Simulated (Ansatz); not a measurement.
# GeSb4Te7: do energies and stresses tell the same story?

All numbers below come from DFT PBE, scalar-relativistic, plane waves, PAW in Ansatz.

Cutoff 420 eV; k points 12×12×2 on the computed 12-atom cell (Γ-centred); Gaussian smearing, width 0.02 eV; no spin polarisation.

Relaxed cell: P-3m1, a = 4.320 Å, b = 4.320 Å, c = 24.570 Å, α = 90.00°, β = 90.00°, γ = 120.00°, 12 atoms in the primitive cell. Whether it is the stable form of this composition wasn't checked.

Energies at zero smearing and pressures from the stress tensor, at volumes with shape and atoms relaxed:
| V (Å³/atom) | E − E(first) (meV/atom) | P (GPa) |
| --- | --- | --- |
| 30.119 | 0.00 | 3.134 |
| 31.112 | -14.65 | 1.667 |
| 32.105 | -21.45 | 0.611 |
| 33.098 | -23.12 | 0.005 |
| 34.091 | -22.24 | -0.236 |
| 35.084 | -20.68 | -0.252 |

Problem. Check P = −dE/dV between neighbouring volumes, and get the bulk modulus from the pressures alone.

Solution. With 1 eV/Å³ = 160.2 GPa:
| middle V (Å³/atom) | −ΔE/ΔV (GPa) | mean P (GPa) |
| --- | --- | --- |
| 30.615 | 2.363 | 2.400 |
| 31.608 | 1.098 | 1.139 |
| 32.601 | 0.270 | 0.308 |
| 33.594 | -0.142 | -0.115 |
| 34.587 | -0.253 | -0.244 |

The two differ by 0.041 GPa at most. The mean of two end pressures misses the average over a step by about ΔV² P″/12, up to 0.036 GPa here; with that taken off 0.005 GPa remains. Around V = 33.098 Å³/atom, the two neighbours give B = −V ΔP/ΔV = 33.098 × 0.847 / 1.986 = 14.1 GPa, against B0 = 13.2 GPa from the Birch–Murnaghan fit of the energies, which describes these points poorly (B0' = 26.6).

The cell holds layers, and where no dispersion correction was added their binding is poorly described.

1 further run of this set didn't finish or converge.

Energies and stresses do tell the same story: the small excess of the mean pressures is what a convex P(V) curve produces, leaving little room for a Pulay stress error. The unusual softening is therefore a feature of the computed energy surface rather than a fault in either quantity. Pressure climbs steeply on compression, yet the tension hardly grows between the two largest volumes. This suggests that expansion mostly opens the weakly bonded Te–Te gaps, while the polar-covalent Ge–Te and Sb–Te bonds within the layers stretch little. Compression closes the gaps until Pauli repulsion and the stiffer layers resist, which would explain the large B0' and the poor Birch–Murnaghan fit.

A bulk modulus of 14.1 GPa is low for this family of tellurides, probably because PBE underestimates the attraction across the gaps. The agreement thus supports the numerical consistency of the calculation, not the predicted stiffness of the real material. Nor does a single volume-derived modulus separate the compliance along the stacking axis from that within the layers.
